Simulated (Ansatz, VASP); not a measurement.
**Two plane-wave programs on AlRu**

INCAR

```
PREC = Accurate ; ENCUT = 520
EDIFF = 1E-7 ; ISMEAR = -1
SIGMA = 0.05 ; LREAL = F
LASPH = T ; NELM = 100
ALGO = Normal ; ISIF = 2
LWAVE = F ; LCHARG = F
GGA = PS ; NBANDS = 16
```

File KPOINTS:

```
regular mesh
0
Gamma
  9 9 9
```

File POSCAR:

```
AlRu
1.0
    3.0309676725      0.0000000000      0.0000000000
    0.0000000000      3.0309676725      0.0000000000
    0.0000000000      0.0000000000      3.0309676725
Ru Al
1 1
Direct
    0.5000000000      0.5000000000      0.5000000000
    0.0000000000      0.0000000000      0.0000000000
```

The input input.yaml:

```yaml
crystal:
  lattice:
    - [3.0309676725, 0.0, 0.0]
    - [0.0, 3.0309676725, 0.0]
    - [0.0, 0.0, 3.0309676725]
  atoms:
    - { symbol: Ru, position: [0.5, 0.5, 0.5] }
    - { symbol: Al, position: [0.0, 0.0, 0.0] }
hamiltonian:
  xc: pbesol
  pseudopotentials: { kind: paw }
kpoints:
  mp_grid: { grid: [9, 9, 9] }
scf:
  occupations: { method: fermi_dirac, width: 0.05 }
output:
  forces: true
  stress: true
  eigenvalues: true
  write_density: true
  write_potential: true
  elf: true
  volumetric_format: npy
```

Change from the starting cell: volume scaled by 1.04.

Alike in both runs: task single point; functional PBEsol; k mesh 9 × 9 × 9; occupations fermi-dirac, width 0.05 eV; no spin polarisation.

```csv
,VASP,Ansatz
version,VASP 6.6.1,Ansatz 0.2.0
potentials or method,"VASP PAW PBE potentials, release 64 (Ru_pv, Al)",Ansatz PAW
plane-wave cutoff (eV),520,420
valence electrons in the cell,17,19
```

```csv
,VASP,Ansatz,Ansatz less VASP
gap on the k mesh at the Fermi level (eV),none,none,-
pressure (GPa),-10.7,-10.7,-0.03
```

A gap of «none» marks a metal or a gap that the smearing closes. The functional is the same, so the differences come from potentials, cutoffs and numerics. The two sets of potentials don't hold the same shells in valence.

Caveats: the PAW data sets were made with another functional, which shifts forces and pressure a little (VASP); the PAW data sets come from PBE, with cores solved anew for the run's functional, which leaves a small shift of forces and pressure (Ansatz).
